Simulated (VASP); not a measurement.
Write the native input for VASP 6.6.1 that does the following.

```
Task                   : relaxation of cell and atoms
Functional             : PBEsol
Potentials or basis    : VASP PAW PBE potentials, release 64 (Te, Pb_d)
Cutoff                 : 600 eV
k mesh                 : 8 × 8 × 8
Occupations            : gaussian, width 0.03 eV
Spin                   : no spin polarisation
Further INCAR settings : ALGO = Normal; EDIFF = 1e-06; IBRION = 2; EDIFFG = -0.01; NSW = 90; ISIF = 3
```

The structure of TePb lies in POSCAR:

```
TePb
1.0
    0.0000000000      3.2310000000      3.2310000000
    3.2310000000      0.0000000000      3.2310000000
    3.2310000000      3.2310000000      0.0000000000
Te Pb
1 1
Direct
    0.5000000000      0.5000000000      0.5000000000
    0.0000000000      0.0000000000      0.0000000000
```

These files were run (other wordings do the same):

INCAR

```
SYSTEM = TePb
ALGO = Normal ; EDIFF = 1E-6
EDIFFG = -0.01 ; ENCUT = 600
GGA = PS ; IBRION = 2
ISIF = 3 ; ISMEAR = 0
LASPH = .True. ; LCHARG = .False.
LREAL = .False. ; LWAVE = .False.
NELM = 80 ; NSW = 90
PREC = Accurate ; SIGMA = 0.03
```

KPOINTS

```
k-points
0
Gamma
  8 8 8
  0 0 0
```

Potentials or basis: VASP PAW PBE potentials, release 64 (Te, Pb_d).

Launch:

```sh
$ cat potpaw_PBE.64/Te/POTCAR potpaw_PBE.64/Pb_d/POTCAR > POTCAR
$ mpirun -np 1 vasp_std > vasp.out
```

Results of the run:

```yaml
Relaxed_volume: 33.44 Å³/atom
Relaxed_cell: a = 4.556 Å, b = 4.556 Å, c = 4.556 Å, α = 60.00°, β = 60.00°, γ = 60.00°
Space_group_after_relaxing_to_0.05_Å: Fm-3m (No. 225)
Energy_gained_by_relaxing: 0.3 meV/atom
Ionic_steps: 3
Pressure_after_relaxing: 0.0 GPa
Band_gap_on_the_k_mesh: 0.65 eV, direct
```

Caveat: the PAW data sets were made with another functional, which shifts forces and pressure a little; spin-orbit coupling is left out, which as a rule narrows the gap of such compounds by several tenths of an eV.

Wall time 51 s on 1 thread of AMD EPYC 9R14 (Zen 4), with other jobs on the host, peak memory 0.22 GiB.
